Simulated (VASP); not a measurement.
## Te in VASP: the effect of strain

Te:

```
Te
1.0
     5.01433    0.00000    0.00000
     0.00000    5.22326    0.00000
     0.00000    0.00000    5.22326
Te
4
Direct
  0.87500 0.12500 0.62500
  0.37500 0.37500 0.37500
  0.12500 0.62500 0.87500
  0.62500 0.87500 0.12500
```

The cell isn't the ideal one: strain = -0.04.

Alike in all runs:

- Program: VASP 6.6.1
- Task: relaxation of the atoms
- Functional: PBE
- Potentials or basis: VASP PAW PBE potentials, release 64 (Te)
- Cutoff: 520 eV
- k mesh: 4 × 4 × 4
- Occupations: fermi-dirac, width 0.05 eV
- Spin: no spin polarisation
- Strain kind: uniaxial_x
- Further INCAR settings: ALGO = Fast; EDIFF = 1e-06; IBRION = 2; EDIFFG = -0.01; NSW = 40

Each run relaxes the cell or the atoms first.

```csv
strain,pressure (GPa)
-0.04,1.8
-0.02,0.9
-0.01,0.5
0,0.1
0.01,-0.3
0.02,-0.7
0.04,?
```

Question: What does the run with strain 0.04 give?

Answer: Pressure -1.4 GPa.

Worked out: A straight line through the other rows of the pressure, of slope -41.4 GPa per unit of strain, extrapolates to -1.5 GPa, against the run's -1.4.

Caveats: the relaxation stopped at its first step, so nothing moved (some runs).
